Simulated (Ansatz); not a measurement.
# Fe2O3: one candidate structure

Where does Fe2O3 go from the start given, structure listed in a database for this formula (Cmcm, No. 63)?

Computed with Ansatz 0.2.0 (DFT PBE, scalar-relativistic, plane waves, PAW, unless a step's input says otherwise).

1 further run of the same task is left out (it didn't finish).

## (1) The starting structure

It takes space group Cmcm (No. 63, orthorhombic). Conventional cell: a = 2.872 Å, b = 9.527 Å, c = 7.312 Å, α = 90.00°, β = 90.00°, γ = 90.00°. Fe (site symmetry 2/m) has 6 O at 2.03 to 2.07 Å as nearest neighbours. Around Fe (site symmetry m2m) lie 6 O at 2.01 to 2.19 Å. Around O (site symmetry m2m) lie 4 Fe at 2.01 to 2.07 Å. Around O (site symmetry m) lie 4 Fe at 2.03 to 2.19 Å.

Structure file:

```cif
data_structure
_symmetry_space_group_name_H-M 'P 1'
_symmetry_Int_Tables_number 1
_cell_length_a 4.9755
_cell_length_b 4.9755
_cell_length_c 7.3118
_cell_angle_alpha 90.000
_cell_angle_beta 90.000
_cell_angle_gamma 146.446
_cell_volume 100.05
loop_
_atom_site_label
_atom_site_type_symbol
_atom_site_fract_x
_atom_site_fract_y
_atom_site_fract_z
_atom_site_occupancy
Fe1 Fe 0.00000 0.00000 0.00000 1
Fe2 Fe 0.00000 0.00000 0.50000 1
Fe3 Fe 0.75105 0.24895 0.75000 1
Fe4 Fe 0.24895 0.75105 0.25000 1
O1 O 0.10281 0.89719 0.75000 1
O2 O 0.89719 0.10281 0.25000 1
O3 O 0.36101 0.63899 0.92467 1
O4 O 0.63899 0.36101 0.07533 1
O5 O 0.36101 0.63899 0.57533 1
O6 O 0.63899 0.36101 0.42467 1
```

(A quick probe on a coarse mesh, which set the mesh and smearing, is not shown.)

## (3) Rough relaxation on the coarse mesh

input.yaml

```yaml
crystal:
  lattice:
    - [1.436167, -4.763684, 0.0]
    - [1.436167, 4.763684, 0.0]
    - [0.0, 0.0, 7.311786]
  atoms:
    - { symbol: Fe, position: [0.0, 0.0, 0.0], spin: 3.52 }
    - { symbol: Fe, position: [0.0, 0.0, 0.5], spin: 3.52 }
    - { symbol: Fe, position: [0.751053, 0.248947, 0.75], spin: 3.93 }
    - { symbol: Fe, position: [0.248947, 0.751053, 0.25], spin: 3.93 }
    - { symbol: O, position: [0.102814, 0.897186, 0.75], spin: 0.3 }
    - { symbol: O, position: [0.897186, 0.102814, 0.25], spin: 0.3 }
    - { symbol: O, position: [0.36101, 0.63899, 0.924667], spin: 0.37 }
    - { symbol: O, position: [0.63899, 0.36101, 0.075333], spin: 0.37 }
    - { symbol: O, position: [0.36101, 0.63899, 0.575333], spin: 0.37 }
    - { symbol: O, position: [0.63899, 0.36101, 0.424667], spin: 0.37 }
basis:
  ecutwfc: 420
kpoints:
  mp_grid: { grid: [6, 6, 4] }
hamiltonian:
  xc: pbe
scf:
  occupations: { method: gaussian, width: 0.1 }
  lower_state_search: "off"
output:
  forces: true
  stress: true
  eigenvalues: true
  populations: true
magnetization:
  spin_polarized: true
relax:
  adjacent_minimum: "off"
  f_tol: 0.04
  max_steps: 70
  cell: { stress_tol: 0.4 }
```

On the command line:

```bash
$ ansatz run input.yaml --threads 1 --pin off --max-ram 2560MiB --backend cpu --events-out ev --progress --plain --runs-dir out
```

Further runs follow: relaxing cell and atoms.

What does the calculation give?

**Answer**, as computed:

Formation energies count from the elements, computed with the same settings in runs not shown here.

| quantity | value |
| --- | --- |
| cell (conventional) | a = 2.786 Å, b = 9.258 Å, c = 6.926 Å, α = 90.00°, β = 90.00°, γ = 90.00° |
| space group | Cmcm (No. 63) |
| volume | 8.93 Å³/atom |
| gap on the mesh | none (metal) |
| formation energy from the elements | -1.054 eV/atom |
| largest moment | 3.56 μB |

The space group stayed Cmcm, and from the first guess the volume went from 10.00 to 8.93 Å³/atom. With -1.05 eV/atom it lies under the elements, which doesn't yet make it stable against other compounds of them.
